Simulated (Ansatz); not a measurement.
Space group P-3m1 (No. 164). a = 4.291 Å, b = 4.291 Å, c = 7.176 Å, α = 90.00°, β = 90.00°, γ = 120.00°
| atom | site | symmetry | x | y | z |
| --- | --- | --- | --- | --- | --- |
| Cd | 1a | -3m. | 0.0000 | 0.0000 | 0.0000 |
| I | 2d | 3m. | 0.3333 | 0.6667 | 0.2387 |

Equation of state of this CdI₂ structure (not necessarily the ground state), with shape and atoms relaxed at each volume where symmetry leaves them free. Method: DFT r2SCAN, scalar-relativistic, plane waves, PAW (Ansatz 0.2.0).

Plane waves to 500 eV, a k mesh through Γ of 6×6×4 on the computed 3-atom cell and Gaussian smearing (0.02 eV); no spin polarisation.

```csv
V (Å³/atom),E − E(largest V) (meV/atom),P (GPa),gap on mesh (eV)
35.855,3.27,0.89,2.81
37.000,-1.09,0.39,2.84
38.144,-2.40,0.01,2.86
39.288,-1.73,-0.25,2.87
40.433,0.00,-0.37,2.88
```

Task: Fit a third-order Birch–Murnaghan equation to E(V).

Result: V0 = 38.24 Å³/atom, B0 = 9 GPa, B0' = 16.4. B0' is unusual or poorly fixed by this range.

Spin-orbit coupling is left out, which matters for the bands of heavy elements. The cell holds layers, and where no dispersion correction was added their binding is poorly described.

Cost: 5 runs of about 4.1 core-minutes in all, on Intel Xeon Platinum 8488C (Sapphire Rapids) (shared hosts).